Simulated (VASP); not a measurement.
Input of a VASP 6.6.1 run:

File INCAR:

```
PREC = Accurate
ENCUT = 600
EDIFF = 1E-6
ISMEAR = 0
SIGMA = 0.03
LREAL = False
LASPH = True
NELM = 80
ALGO = Normal
ISIF = 3
LWAVE = False
LCHARG = False
GGA = PS
IBRION = 2
NSW = 90
EDIFFG = -0.01
```

File KPOINTS:

```
regular mesh
0
Gamma
  9 9 5
```

File POSCAR:

```
SnS2
1.0
    3.6390000000      0.0000000000      0.0000000000
   -1.8195000000      3.1514664444      0.0000000000
    0.0000000000      0.0000000000      5.8680000000
Sn S
1 2
Direct
    0.0000000000      0.0000000000      0.0000000000
    0.3333333333      0.6666666667      0.2500000000
    0.6666666667      0.3333333333      0.7500000000
```

Potentials or basis: VASP PAW PBE potentials, release 64 (Sn_d, S).

The run is started by

```console
$ cat potpaw_PBE.64/Sn_d/POTCAR potpaw_PBE.64/S/POTCAR > POTCAR
$ mpirun -np 1 vasp_std > vasp.out
```

(1) What does it give for the space group after relaxing (to 0.05 Å)?

(2) Predict the band gap on the k mesh.

Results:

(1) P-3m1 (No. 164).

(2) 1.46 eV, indirect (least direct gap 1.82 eV).

Caveat: spin-orbit coupling is left out, which moves the levels of the heavy elements; an odd mesh through Γ misses points on the zone boundary, where band edges often lie.
